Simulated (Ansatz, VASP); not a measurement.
## Cross-check of CaO (Lime) between VASP and Ansatz

One calculation is typed for both programs; each brings its own data sets. How far apart do they land? The cell is taken from a series of runs on this material, whose earlier steps may have relaxed, scaled, displaced or heated it; both programs get it as it stands.

Method: plane waves, with VASP 6.6.1 beside it; zone-centre phonons at LDA, in Ansatz 0.2.0.

## 1. Set-up

The structure is trigonal, space group R-3m (No. 166). Conventional cell: a = 3.262 Å, b = 3.262 Å, c = 8.258 Å, α = 90.00°, β = 90.00°, γ = 120.00°. Nearest to O lie 6 Ca at 2.33 Å. Ca has 6 O at 2.33 Å nearest. Farther neighbours and most contacts between anions are not listed.

As a file:

```xyz
2
Lattice="0.0514 2.3580 2.3580 2.3580 0.0514 2.3580 2.3580 2.3580 0.0514" Properties=species:S:1:pos:R:3 pbc="T T T"
O     2.3837    2.3837    2.3837
Ca    0.0000    0.0000    0.0000
```

## 2. VASP: zone-centre phonons, LDA, pair 1

Second derivatives magnify differences that forces hide, and they need a tight electronic threshold.

Lines of VASP's logs that name or quote its potential files are left out, and so is its time.

INCAR

```
SYSTEM = CaO
PREC = Accurate
ENCUT = 600
EDIFF = 1E-08
NELM = 120
ISMEAR = 0
SIGMA = 0.01
LREAL = .FALSE.
ALGO = Normal
GGA = CA
NBANDS = 14
LORBIT = 11
LWAVE = .FALSE.
LCHARG = .FALSE.
ISIF = 2
IBRION = 8
LEPSILON = .TRUE.
LASPH = .TRUE.
GGA_COMPAT = .FALSE.
EFERMI = MIDGAP
KPAR = 2
```

POSCAR

```
CaO
1.0
    0.0514212648      2.3580282059      2.3580282059
    2.3580282059      0.0514212648      2.3580282059
    2.3580282059      2.3580282059      0.0514212648
O Ca
1 1
Direct
    0.5000000000      0.5000000000      0.5000000000
    0.0000000000      0.0000000000      0.0000000000
```

KPOINTS

```
Automatic mesh
0
Gamma
8 8 8
0 0 0
```

The projector-augmented-wave data sets are O and Ca_sv (LDA family, release 64).

Launch:

```bash
> mpirun -np 2 vasp_std
```

Numbers of over 12 decimals in the logs are rounded to 6 here.

The log of the run:

```text
[banner, memory and clock lines left out]
running    2 mpi-ranks, on    1 nodes
 distrk:  each k-point on    1 cores,    2 groups
 distr:  one band on    1 cores,    1 groups

 POSCAR found type information on POSCAR O Ca
 POSCAR found :  2 types and       2 ions
 LDA part: xc-table for (Slater(with rela. corr.)+CA(PZ))
 , standard interpolation
 POSCAR, INCAR and KPOINTS ok, starting setup
 FFT: planning ... GRIDC
 FFT: planning ... GRID_SOFT
 FFT: planning ... GRID
 WAVECAR not read
 entering main loop
       N       E                     dE             d eps       ncg     rms          rms(c)
DAV:   1     0.132389399932E+03    0.13239E+03   -0.92257E+03  1820   0.132E+03
DAV:   2    -0.100337487799E+02   -0.14242E+03   -0.13336E+03  2228   0.323E+02
DAV:   3    -0.157343452625E+02   -0.57006E+01   -0.56584E+01  2048   0.674E+01
DAV:   4    -0.159274271735E+02   -0.19308E+00   -0.19292E+00  2694   0.106E+01
DAV:   5    -0.159291448822E+02   -0.17177E-02   -0.17176E-02  2088   0.110E+00    0.848E+00
DAV:   6    -0.143246138382E+02    0.16045E+01   -0.53289E+00  1954   0.235E+01    0.355E+00
DAV:   7    -0.142336325665E+02    0.90981E-01   -0.50238E-01  2280   0.755E+00    0.176E+00
DAV:   8    -0.142004021332E+02    0.33230E-01   -0.75626E-02  2254   0.286E+00    0.293E-01
DAV:   9    -0.141997532479E+02    0.64889E-03   -0.64089E-03  2266   0.603E-01    0.104E-01
DAV:  10    -0.141998965136E+02   -0.14327E-03   -0.36035E-04  2134   0.227E-01    0.397E-02
DAV:  11    -0.141998732499E+02    0.23264E-04   -0.51139E-05  2558   0.831E-02    0.702E-03
DAV:  12    -0.141998726211E+02    0.62872E-06   -0.40848E-06  1970   0.227E-02    0.276E-03
DAV:  13    -0.141998725516E+02    0.69522E-07   -0.34765E-07  2890   0.473E-03    0.782E-04
DAV:  14    -0.141998725484E+02    0.32310E-08   -0.11280E-08  1392   0.116E-03
   1 F= -.14199873E+02 E0= -.14199873E+02  d E =0.000000E+00
 Linear response reoptimize wavefunctions to high precision
DAV:   1    -0.141998725484E+02    0.20464E-10   -0.35547E-09  1840   0.515E-04
DAV:   2    -0.141998725484E+02    0.31832E-11   -0.93281E-11   916   0.828E-05
 Linear response G [H, r] |phi>, progress :
  Direction:   1
       N       E                     dE             d eps       ncg     rms
RMM:   1    -0.555756134514E+02   -0.55576E+02    0.58240E+02  3285   0.158E+02
RMM:   2    -0.570135103638E+02   -0.14379E+01   -0.10672E+01  3058   0.293E+01
RMM:   3    -0.579445166804E+02   -0.93101E+00   -0.58410E+00  3946   0.903E+00
RMM:   4    -0.581106932378E+02   -0.16618E+00   -0.10986E+00  4415   0.343E+00
RMM:   5    -0.581610797914E+02   -0.50387E-01   -0.21404E-01  4446   0.138E+00
RMM:   6    -0.581680066708E+02   -0.69269E-02   -0.42068E-02  4502   0.609E-01
RMM:   7    -0.581698240947E+02   -0.18174E-02   -0.10055E-02  4552   0.271E-01
RMM:   8    -0.581700797739E+02   -0.25568E-03   -0.33748E-03  4427   0.122E-01
RMM:   9    -0.581701533565E+02   -0.73583E-04    0.16613E-04  4500   0.572E-02
RMM:  10    -0.581701654996E+02   -0.12143E-04   -0.86062E-04  4480   0.276E-02
RMM:  11    -0.581701698407E+02   -0.43411E-05   -0.64249E-04  4504   0.139E-02
RMM:  12    -0.581701706096E+02   -0.76889E-06   -0.63032E-05  4321   0.712E-03
RMM:  13    -0.581701709063E+02   -0.29670E-06   -0.14076E-04  4204   0.370E-03
RMM:  14    -0.581701710744E+02   -0.16813E-06   -0.10846E-05  3979   0.195E-03
[...]
RMM:  19    -0.581701710670E+02    0.17055E-08    0.15246E-05  2485   0.248E-04
RMM:  20    -0.581701710819E+02   -0.14941E-07    0.17754E-05  2269   0.208E-04
RMM:  21    -0.581701710719E+02    0.99713E-08    0.20774E-05  2130   0.185E-04
RMM:  22    -0.581701710816E+02   -0.96877E-08    0.20296E-05  2039   0.169E-04
RMM:  23    -0.581701710739E+02    0.76920E-08    0.21276E-05  1973   0.161E-04
RMM:  24    -0.581701710785E+02   -0.45376E-08    0.17148E-05  1898   0.156E-04
RMM:  25    -0.581701710748E+02    0.36514E-08    0.21176E-05  1815   0.152E-04
RMM:  26    -0.581701710771E+02   -0.22635E-08    0.18590E-05  1764   0.150E-04
 Linear response G [H, r] |phi>, progress :
  Direction:   2
       N       E                     dE             d eps       ncg     rms
RMM:   1    -0.522767519145E+02   -0.52277E+02    0.57971E+02  3191   0.157E+02
RMM:   2    -0.527057198948E+02   -0.42897E+00   -0.87189E+00  3040   0.286E+01
RMM:   3    -0.531960987411E+02   -0.49038E+00   -0.29044E+00  3944   0.815E+00
RMM:   4    -0.533034853036E+02   -0.10739E+00   -0.58215E-01  4520   0.293E+00
RMM:   5    -0.533303982826E+02   -0.26913E-01   -0.11954E-01  4560   0.116E+00
RMM:   6    -0.533344411291E+02   -0.40428E-02   -0.25861E-02  4668   0.516E-01
[...]
RMM:   3    -0.208315185100E+00    0.76483E-02   -0.13606E-02  7746   0.853E-01    0.376E-01
RMM:   4    -0.212580829281E+00   -0.42656E-02   -0.69509E-03  8544   0.666E-01    0.104E-01
RMM:   5    -0.215740833481E+00   -0.31600E-02   -0.22546E-03  9618   0.281E-01    0.254E-02
RMM:   6    -0.216183273072E+00   -0.44244E-03   -0.50562E-04 10311   0.115E-01    0.140E-02
RMM:   7    -0.216340940500E+00   -0.15767E-03   -0.88627E-05 10210   0.488E-02    0.416E-03
RMM:   8    -0.216326573512E+00    0.14367E-04   -0.24609E-05 10484   0.220E-02    0.197E-03
RMM:   9    -0.216332306288E+00   -0.57328E-05   -0.11286E-05 10645   0.101E-02    0.173E-03
[...]
RMM:  16    -0.216390114959E+00    0.33145E-07   -0.22359E-07  7898   0.994E-05    0.155E-05
RMM:  17    -0.216390122620E+00   -0.76613E-08   -0.11444E-07  6559   0.643E-05    0.107E-05
RMM:  18    -0.216390123028E+00   -0.40833E-09   -0.77567E-08  5716   0.514E-05    0.619E-06
 change of polarisation eV/A/(eV/A) component  2 :     0.011     0.408    -0.005
 dielectric tensor                  component  2 :     0.079     3.911    -0.038
 Linear response to external field, progress :
  Direction:   3
       N       E                     dE             d eps       ncg     rms          rms(c)
RMM:   1    -0.204916256097E+00   -0.20492E+00   -0.55170E-01  9427   0.410E+00
RMM:   2    -0.215972300778E+00   -0.11056E-01   -0.36597E-02  7965   0.944E-01    0.736E-01
RMM:   3    -0.208313843628E+00    0.76585E-02   -0.13606E-02  7750   0.853E-01    0.376E-01
RMM:   4    -0.212565891381E+00   -0.42520E-02   -0.69529E-03  8555   0.666E-01    0.104E-01
RMM:   5    -0.215726597691E+00   -0.31607E-02   -0.22564E-03  9641   0.281E-01    0.254E-02
RMM:   6    -0.216164889750E+00   -0.43829E-03   -0.50567E-04 10316   0.115E-01    0.142E-02
RMM:   7    -0.216324359224E+00   -0.15947E-03   -0.88458E-05 10242   0.488E-02    0.443E-03
RMM:   8    -0.216313143017E+00    0.11216E-04   -0.23811E-05 10489   0.222E-02    0.231E-03
RMM:   9    -0.216318177961E+00   -0.50349E-05   -0.73671E-06 10583   0.104E-02    0.123E-03
RMM:  10    -0.216329311480E+00   -0.11134E-04   -0.53288E-06 10261   0.607E-03    0.259E-03
RMM:  11    -0.216318345148E+00    0.10966E-04   -0.27965E-06 10105   0.382E-03    0.742E-04
RMM:  12    -0.216319038981E+00   -0.69383E-06   -0.17199E-06 10663   0.165E-03    0.397E-04
RMM:  13    -0.216319783869E+00   -0.74489E-06   -0.11260E-06 10756   0.783E-04    0.199E-04
RMM:  14    -0.216320205643E+00   -0.42177E-06   -0.47951E-07 10278   0.415E-04    0.357E-05
RMM:  15    -0.216320149691E+00    0.55952E-07   -0.27230E-07  9853   0.202E-04    0.119E-05
RMM:  16    -0.216320109117E+00    0.40574E-07   -0.79444E-08  7978   0.102E-04    0.127E-05
RMM:  17    -0.216320106048E+00    0.30688E-08   -0.12251E-08  6552   0.643E-05    0.119E-05
 change of polarisation eV/A/(eV/A) component  3 :     0.017    -0.011     0.408
 dielectric tensor                  component  3 :     0.120    -0.079     3.911
 Linear response DOF=           2
 Linear response progress:
  Degree of freedom:   1/  2
       N       E                     dE             d eps       ncg     rms          rms(c)
RMM:   1    -0.363599794134E+00   -0.36360E+00    0.20690E-01  8844   0.348E+00
RMM:   2    -0.354012569475E+00    0.95872E-02   -0.76499E-03  7351   0.692E-01    0.119E-01
RMM:   3    -0.355359269839E+00   -0.13467E-02   -0.18732E-03  7969   0.212E-01    0.634E-02
RMM:   4    -0.357218815677E+00   -0.18595E-02   -0.82779E-04  7793   0.147E-01    0.165E-02
RMM:   5    -0.357297077285E+00   -0.78262E-04   -0.17253E-04  9516   0.495E-02    0.318E-03
RMM:   6    -0.357295670049E+00    0.14072E-05   -0.31458E-05  9893   0.183E-02    0.157E-03
RMM:   7    -0.357287425578E+00    0.82445E-05   -0.52477E-06 10120   0.768E-03    0.558E-04
RMM:   8    -0.357290100399E+00   -0.26748E-05   -0.20136E-07 10456   0.314E-03    0.263E-04
RMM:   9    -0.357290390092E+00   -0.28969E-06    0.13353E-06 10540   0.140E-03    0.389E-05
RMM:  10    -0.357289907395E+00    0.48270E-06   -0.87233E-07 10593   0.626E-04    0.299E-05
RMM:  11    -0.357289950948E+00   -0.43553E-07    0.27717E-07 10789   0.284E-04    0.167E-05
RMM:  12    -0.357290107694E+00   -0.15675E-06   -0.62352E-07 10348   0.141E-04    0.604E-06
RMM:  13    -0.357290088940E+00    0.18755E-07    0.74877E-09 10837   0.664E-05    0.356E-06
RMM:  14    -0.357290116765E+00   -0.27825E-07   -0.18002E-07 10823   0.328E-05    0.150E-06
RMM:  15    -0.357290122767E+00   -0.60018E-08   -0.34966E-08 10504   0.160E-05    0.304E-07
 first order change of Fermi-energy   0.14930E-03
 force on displaced ion       1 direction 1 :  -4.272  -0.059  -0.059
 Born effective charge ion    1 direction 1 :  -2.393  -0.017  -0.017
 Linear response progress:
  Degree of freedom:   2/  2
       N       E                     dE             d eps       ncg     rms          rms(c)
RMM:   1    -0.432403331988E+00   -0.43240E+00    0.68833E-01  4752   0.110E+01
RMM:   2    -0.381985697791E+00    0.50418E-01   -0.62108E-02  6640   0.247E+00    0.194E-01
RMM:   3    -0.382697327602E+00   -0.71163E-03   -0.17766E-02  8999   0.723E-01    0.134E-01
RMM:   4    -0.383067623034E+00   -0.37030E-03   -0.35272E-03  9835   0.298E-01    0.704E-02
RMM:   5    -0.382925709142E+00    0.14191E-03   -0.45784E-04  9421   0.130E-01    0.953E-03
RMM:   6    -0.383004549126E+00   -0.78840E-04   -0.17816E-04 10105   0.622E-02    0.114E-02
RMM:   7    -0.382986860976E+00    0.17688E-04   -0.46658E-05 10342   0.307E-02    0.636E-03
RMM:   8    -0.382955140302E+00    0.31721E-04   -0.24182E-05 10443   0.155E-02    0.272E-03
RMM:   9    -0.382946435767E+00    0.87045E-05   -0.18222E-05 10509   0.882E-03    0.130E-03
RMM:  10    -0.382943184063E+00    0.32517E-05   -0.89324E-06 10713   0.549E-03    0.724E-04
RMM:  11    -0.382941662797E+00    0.15213E-05   -0.52074E-06 10609   0.374E-03    0.271E-04
RMM:  12    -0.382941235395E+00    0.42740E-06    0.91889E-06 10712   0.281E-03    0.250E-05
RMM:  13    -0.382941689241E+00   -0.45385E-06    0.11948E-05 11158   0.218E-03    0.314E-05
RMM:  14    -0.382942178632E+00   -0.48939E-06    0.12871E-05 10619   0.180E-03    0.277E-05
[...]
RMM:  22    -0.382943785114E+00   -0.93864E-07    0.11416E-05  9395   0.604E-04    0.151E-05
RMM:  23    -0.382943679336E+00    0.10578E-06    0.10841E-05  8012   0.544E-04    0.348E-05
RMM:  24    -0.382943669501E+00    0.98350E-08    0.10254E-05  9948   0.479E-04    0.448E-05
RMM:  25    -0.382943719817E+00   -0.50317E-07    0.96884E-06  9032   0.429E-04    0.483E-05
RMM:  26    -0.382943712971E+00    0.68469E-08    0.91453E-06  8346   0.384E-04    0.564E-05
RMM:  27    -0.382943781741E+00   -0.68771E-07    0.86190E-06  9679   0.350E-04    0.565E-05
RMM:  28    -0.382943769673E+00    0.12069E-07    0.81188E-06  7843   0.312E-04    0.634E-05
RMM:  29    -0.382943819187E+00   -0.49514E-07    0.76433E-06  9350   0.284E-04    0.639E-05
 first order change of Fermi-energy  -0.30824E-03
 force on displaced ion       2 direction 1 :  -4.277  -0.060  -0.060
 Born effective charge ion    2 direction 1 :   2.392   0.018   0.018
 Born effective charges drift removed
 Linear response finished
```

Parts of OUTCAR (step 2):

```text
ion  position               nearest neighbor table
   1  0.500  0.500  0.500-   2 2.33   2 2.33   2 2.33   2 2.33   2 2.33   2 2.33
   2  0.000  0.000  0.000-   1 2.33   1 2.33   1 2.33   1 2.33   1 2.33   1 2.33

  LATTYP: Found a trigonal (rhomboedric) cell.
 ALAT       =     3.3351518985
 COS(alpha) =     0.5216828506

 Subroutine GETGRP returns: Found 12 space group operations
 (whereof 12 operations were pure point group operations)

The static configuration has the point symmetry D_3d.

 Found     65 irreducible k-points:

   k-points           NKPTS =     65   k-points in BZ     NKDIM =     65   number of bands    NBANDS=     14

   dimension x,y,z NGX =    28 NGY =   28 NGZ =   28
   dimension x,y,z NGXF=    56 NGYF=   56 NGZF=   56

   ENCUT  =  600.0 eV  44.10 Ry    6.64 a.u.   6.66  6.66  6.66*2*pi/ulx,y,z

   NELECT =      16.0000    total number of electrons

 k-points in reciprocal lattice and weights: Automatic mesh
   0.00000000  0.00000000  0.00000000       0.002
   0.12500000  0.00000000  0.00000000       0.012
   0.25000000  0.00000000  0.00000000       0.012
   0.37500000  0.00000000  0.00000000       0.012
   0.50000000  0.00000000  0.00000000       0.006
   0.12500000  0.12500000  0.00000000       0.012
   0.25000000  0.12500000 -0.00000000       0.023
   0.37500000  0.12500000  0.00000000       0.023
   0.50000000  0.12500000  0.00000000       0.023
[...]
-0.37500000  0.50000000  0.37500000       0.012
   0.50000000  0.50000000  0.50000000       0.002

 average (electrostatic) potential at core
       1 -70.8758       2 -42.8470

  Total        0.7495784      0.7495784      0.7495784     -0.2918074     -0.2918074     -0.2918074
  in kB       47.3469282     47.3469282     47.3469282    -18.4319412    -18.4319412    -18.4319412
  external PRESSURE =      47.3469282 kB  Pullay stress =       0.0000000 kB

  energy-cutoff  :      600.00
  volume of cell :       25.37
      direct lattice vectors                 reciprocal lattice vectors
     0.051421265  2.358028206  2.358028206    -0.219106651  0.214430586  0.214430586
     2.358028206  0.051421265  2.358028206     0.214430586 -0.219106651  0.214430586
     2.358028206  2.358028206  0.051421265     0.214430586  0.214430586 -0.219106651

 POSITION                                       TOTAL-FORCE (eV/Angst)
 -----------------------------------------------------------------------------------
      2.38374      2.38374      2.38374         0.000000      0.000000     -0.000000
      0.00000      0.00000      0.00000        -0.000000     -0.000000      0.000000
 -----------------------------------------------------------------------------------
    total drift:                                0.000000      0.000000      0.000000

 MACROSCOPIC STATIC DIELECTRIC TENSOR (including local field effects in DFT)
 ------------------------------------------------------
           3.911386     0.020526     0.020526
           0.020526     3.911386     0.020526
           0.020526     0.020526     3.911386
 ------------------------------------------------------

 PIEZOELECTRIC TENSOR (including local field effects)  for field in x, y, z        (C/m^2)
          XX          YY          ZZ          XY          YZ          ZX
  --------------------------------------------------------------------------------
  x     0.00000     0.00000     0.00000     0.00000     0.00000     0.00000
  y     0.00000     0.00000     0.00000     0.00000     0.00000     0.00000
  z     0.00000     0.00000     0.00000     0.00000     0.00000     0.00000

 BORN EFFECTIVE CHARGES (including local field effects) (in |e|, cummulative output)
 ---------------------------------------------------------------------------------
 ion    1
    1    -2.39255    -0.01751    -0.01751
    2    -0.01751    -2.39255    -0.01751
    3    -0.01751    -0.01751    -2.39255
 ion    2
    1     2.39255     0.01751     0.01751
    2     0.01751     2.39255     0.01751
    3     0.01751     0.01751     2.39255

 Eigenvectors and eigenvalues of the dynamical matrix
 ----------------------------------------------------

   1 f  =    9.689345 THz    60.879950 2PiTHz  323.201758 cm-1    40.071893 meV
             X         Y         Z           dx          dy          dz
      2.383739  2.383739  2.383739    -0.487982   -0.487982   -0.487982
      0.000000  0.000000  0.000000     0.308556    0.308556    0.308556

   2 f  =    9.489920 THz    59.626923 2PiTHz  316.549641 cm-1    39.247136 meV
             X         Y         Z           dx          dy          dz
      2.383739  2.383739  2.383739    -0.687402    0.290323    0.397079
      0.000000  0.000000  0.000000     0.434544   -0.183529   -0.251015

   3 f  =    9.489920 THz    59.626923 2PiTHz  316.549641 cm-1    39.247136 meV
             X         Y         Z           dx          dy          dz
      2.383739  2.383739  2.383739    -0.061635    0.626125   -0.564490
      0.000000  0.000000  0.000000     0.038963   -0.395807    0.356844

   4 f/i=    0.002127 THz     0.013367 2PiTHz    0.070965 cm-1     0.008799 meV
             X         Y         Z           dx          dy          dz
      2.383739  2.383739  2.383739    -0.394558    0.358533    0.036025
      0.000000  0.000000  0.000000    -0.624149    0.567161    0.056988

   5 f/i=    0.002127 THz     0.013367 2PiTHz    0.070965 cm-1     0.008799 meV
             X         Y         Z           dx          dy          dz
      2.383739  2.383739  2.383739     0.186200    0.248597   -0.434797
      0.000000  0.000000  0.000000     0.294548    0.393255   -0.687803

   6 f/i=    0.003250 THz     0.020421 2PiTHz    0.108412 cm-1     0.013441 meV
             X         Y         Z           dx          dy          dz
      2.383739  2.383739  2.383739     0.308556    0.308556    0.308556
      0.000000  0.000000  0.000000     0.487982    0.487982    0.487982

 MACROSCOPIC STATIC DIELECTRIC TENSOR IONIC CONTRIBUTION
 ------------------------------------------------------
           9.554780     0.006572     0.006572
           0.006572     9.554780     0.006572
           0.006572     0.006572     9.554780
 ------------------------------------------------------

 ELASTIC MODULI CONTR FROM IONIC RELAXATION (kBar)
 Direction    XX          YY          ZZ          XY          YZ          ZX
 --------------------------------------------------------------------------------
 XX           0.0000      0.0000      0.0000      0.0000      0.0000      0.0000
 YY           0.0000      0.0000      0.0000      0.0000      0.0000      0.0000
 ZZ           0.0000      0.0000      0.0000      0.0000      0.0000      0.0000
 XY           0.0000      0.0000      0.0000      0.0000      0.0000      0.0000
 YZ           0.0000      0.0000      0.0000      0.0000      0.0000      0.0000
 ZX           0.0000      0.0000      0.0000      0.0000      0.0000      0.0000
 --------------------------------------------------------------------------------

 PIEZOELECTRIC TENSOR IONIC CONTR  for field in x, y, z        (C/m^2)
          XX          YY          ZZ          XY          YZ          ZX
  --------------------------------------------------------------------------------
  x     0.00000     0.00000     0.00000     0.00000     0.00000     0.00000
  y     0.00000     0.00000     0.00000     0.00000     0.00000     0.00000
  z     0.00000     0.00000     0.00000     0.00000     0.00000     0.00000
```

[end of part 1 of 3]

[Lines on the potential files, build, host, timing and source positions are cut from VASP's logs without a mark.]

[Logs are printed without paths, hosts, clocks, repeated set-up lines and the standing remarks that a program may print on its own settings, such as how far it seeks lower states.]

[Hosts, paths, dates, database ids (printed as entryN), source tags and the programs' standing remarks are cut or masked in the printed files.]
